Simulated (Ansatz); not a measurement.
FeSi2 (Linzhiite) in Ansatz: the effect of Hubbard term

Crystal: FeSi2 (Linzhiite).

```
Fe Si
1.0
     2.68400    0.00000    0.00000
     0.00000    2.68400    0.00000
     0.00000    0.00000    5.12800
Fe Si
1 2
Cartesian
  0.0000 0.0000 0.0000
  1.3420 1.3420 3.7434
  1.3420 1.3420 1.3846
```

Alike in all runs:

| Quantity | Value |
| --- | --- |
| Program | Ansatz 0.2.0 |
| Task | band structure |
| Functional | PBEsol |
| Potentials or basis | Ansatz PAW |
| Cutoff | 420 eV (not typed: the program's choice for these potentials) |
| k mesh | 10 × 10 × 5 |
| Occupations | fermi-dirac, width 0.05 eV |
| Spin | collinear spin, ferromagnetic start |
| Starting moments | [3.0, 0.0, 0.0] μB |
| Path | [["G", "X", "M", "G", "Z", "R", "A", "Z"], ["X", "R"], ["M", "A"]] |
| Points for each segment of the path | 14 |
| Hubbard projectors | ortho-atomic (the default) |
| Double counting | fll (the default) |

One run gave: pressure 7.6 GPa; moment 1.28 μB; largest force 0.55 eV/Å. Which Hubbard term did it use?
A. Fe d U = 8 eV
B. Fe d U = 1 eV
C. Fe d U = 3 eV
D. Fe d U = 4 eV
E. Fe d U = 5 eV

E.

```tsv
Hubbard term	pressure (GPa)	moment (μB)	largest force (eV/Å)
Fe d U = 1 eV	-2.1	0.15	0.20
Fe d U = 2 eV	-2.6	0.16	0.15
Fe d U = 3 eV	-3.0	0.16	0.11
Fe d U = 4 eV	6.1	1.25	0.46
Fe d U = 5 eV	7.6	1.28	0.55
Fe d U = 6 eV	17.5	1.89	1.44
Fe d U = 8 eV	26.3	2.14	2.05
```

Caveats: the magnetic or orbital state may not be the lowest; the PAW data sets come from PBE, with cores solved anew for the run's functional, which leaves a small shift of forces and pressure; the U is typed as a test and isn't derived for this compound; the starting moments weren't kept (some runs); forces of over 1 eV/Å show positions far from the minimum, so gaps and moduli don't describe the material at rest (some runs).
